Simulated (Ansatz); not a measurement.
# Co3Si: the cost of one run

Program: Ansatz 0.2.0. Level of theory: DFT PBE, scalar-relativistic, plane waves, PAW. These are calculated values, not measurements.

## 1. The system as given

Symmetry: Im-3m, No. 229, cubic system. The conventional cell has a = 4.650 Å, b = 4.650 Å, c = 4.650 Å, α = 90.00°, β = 90.00°, γ = 90.00°. Co (site symmetry 4/mmm) is surrounded by 4 Co at 2.32 Å and 2 Si at 2.32 Å. Si (site symmetry m-3m) has 6 Co at 2.32 Å as nearest neighbours.

Structure file:

```cif
data_structure
_symmetry_space_group_name_H-M 'P 1'
_symmetry_Int_Tables_number 1
_cell_length_a 4.0268
_cell_length_b 4.0268
_cell_length_c 4.0268
_cell_angle_alpha 109.471
_cell_angle_beta 109.471
_cell_angle_gamma 109.471
_cell_volume 50.26
loop_
_atom_site_label
_atom_site_type_symbol
_atom_site_fract_x
_atom_site_fract_y
_atom_site_fract_z
_atom_site_occupancy
Co1 Co 0.00000 0.50000 0.50000 1
Co2 Co 0.50000 0.00000 0.50000 1
Co3 Co 0.50000 0.50000 0.00000 1
Si1 Si 0.00000 0.00000 0.00000 1
```

The cell is invented: random cell by space group and Wyckoff sites (Im-3m, No. 229). Its size is a rough estimate.

## 2. A first look at the guess

File input.yaml:

```yaml
crystal:
  lattice:
    - [-2.32485661, 2.32485661, 2.32485661]
    - [2.32485661, -2.32485661, 2.32485661]
    - [2.32485661, 2.32485661, -2.32485661]
  atoms:
    - { symbol: Co, position: [0.0, 0.5, 0.5], spin: 3.0 }
    - { symbol: Co, position: [0.5, 0.0, 0.5], spin: 3.0 }
    - { symbol: Co, position: [0.5, 0.5, 0.0], spin: 3.0 }
    - { symbol: Si, position: [0.0, 0.0, 0.0] }
basis:
  ecutwfc: 420
kpoints:
  mp_grid: { grid: [6, 6, 6] }
hamiltonian:
  xc: pbe
scf:
  occupations: { method: gaussian, width: 0.1 }
  lower_state_search: "off"
output:
  forces: true
  stress: true
  eigenvalues: true
  populations: true
magnetization:
  spin_polarized: true
```

On the command line:

```sh
ansatz run input.yaml --threads 1 --pin off --max-ram 2560MiB --backend cpu --events-out ev --progress --plain --runs-dir out
```

Q: Estimate wall time and peak memory on 1 thread of Intel Xeon Platinum 8259CL at 2.50GHz (Skylake/Cascade Lake), shared host.

About 5.4 s, with a peak of 0.4 GiB.
